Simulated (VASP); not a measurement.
CdTe: single point with PBEsol

**Experimental background.**

From a printed reference work, data compilation, for a bulk crystal of CdTe at 0 K: band gap 1.607 eV.

The system is CdTe.

```
Cd Te
1.0
     0.00000    3.20500    3.20500
     3.20500    0.00000    3.20500
     3.20500    3.20500    0.00000
Cd Te
1 1
Direct
  0.00000 0.00000 0.00000
  0.25000 0.25000 0.25000
```

```yaml
Program: VASP 6.6.1
Task: single point
Functional: PBEsol
Potentials_or_basis: VASP PAW PBE potentials, release 64 (Cd, Te)
Cutoff: 520 eV
k_mesh: 6 × 6 × 6
Occupations: fermi-dirac, width 0.02 eV
Spin: no spin polarisation
Further_INCAR_settings: ALGO = Normal; EDIFF = 1e-06
```

* Pressure: 1.9 GPa
* Band gap on the k mesh: 0.76 eV, direct

Levels at points of the mesh, in eV from the valence-band top:
```
           k point  band 5  band 6  band 7  band 8  band 9  band 10  band 11  band 12  band 13
(0.00, 0.00, 0.00)   -8.09   -8.09    0.00    0.00    0.00     0.76     4.52     4.52     4.52
(0.50, 0.00, 0.00)   -8.08   -7.72   -4.67   -0.84   -0.84     1.76     5.11     5.11     6.94
(0.50, 0.50, 0.00)   -8.06   -7.57   -4.52   -2.00   -2.00     2.41     2.58     8.91     9.24
```

Wall time 8.6 s on 4 MPI ranks on AMD EPYC 7R13 Processor (Zen 3), on a shared host, peak memory 0.19 GiB a rank.

Measured gap of CdTe: 1.607 eV (0 K; a printed reference work, data compilation). This calculation gives 0.76 eV (-0.85 eV). Spin-orbit coupling on Cd, Te is left out. The value is that of PBEsol, without temperature or zero-point motion. Semilocal functionals fall short of measured gaps as a rule.

Caveat: the PAW data sets were made with another functional, which shifts forces and pressure a little; spin-orbit coupling is left out, which moves the levels of the heavy elements.
